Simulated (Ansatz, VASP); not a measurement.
# One calculation of LiCl, two programs

The input INCAR:

```
SYSTEM = LiCl
PREC = Accurate ; ENCUT = 520
EDIFF = 1E-6 ; ISMEAR = 0
SIGMA = 0.05 ; LREAL = .False.
LASPH = .True. ; NELM = 100
ALGO = Normal ; ISIF = 2
LWAVE = .False. ; LCHARG = .False.
GGA = PE ; NBANDS = 12
```

KPOINTS

```
regular mesh
0
Gamma
  8 8 8
  0 0 0
```

POSCAR

```
LiCl
1.0
    0.0000000000      2.4135315654      2.8962378785
    2.4135315654      0.0000000000      2.8962378785
    2.4135315654      2.4135315654      0.0000000000
Li Cl
1 1
Direct
    0.0000000000      0.0000000000      0.0000000000
    0.5000000000      0.5000000000      0.5000000000
```

Input for Ansatz:

```yaml
crystal:
  lattice:
    - [0.0, 2.4135315654, 2.8962378785]
    - [2.4135315654, 0.0, 2.8962378785]
    - [2.4135315654, 2.4135315654, 0.0]
  atoms:
    - { symbol: Li, position: [0.0, 0.0, 0.0] }
    - { symbol: Cl, position: [0.5, 0.5, 0.5] }
basis:
  ecutwfc: 420
kpoints:
  mp_grid: { grid: [8, 8, 8] }
hamiltonian:
  xc: pbe
scf:
  occupations: { method: gaussian, width: 0.05 }
output:
  forces: true
  stress: true
  eigenvalues: true
```

Alike in both runs: task single point; functional PBE; k mesh 8 × 8 × 8; occupations gaussian, width 0.05 eV; no spin polarisation.

|  | VASP | Ansatz |
| --- | --- | --- |
| version | VASP 6.6.1 | Ansatz 0.2.0 |
| potentials or method | VASP PAW PBE potentials, release 64 (Li_sv, Cl) | scalar-relativistic, plane waves, PAW |
| plane-wave cutoff (eV) | 520 | 420 |
| valence electrons in the cell | 10 | 10 |

VASP gave:

```
gap on the k mesh at the Fermi level (eV) : 6.27
least direct gap on the mesh (eV)         : 6.27
```

Task: Estimate Ansatz's values.

Result: gap on the k mesh at the Fermi level (eV): 6.25; least direct gap on the mesh (eV): 6.25.

 A k mesh can miss the band edges.
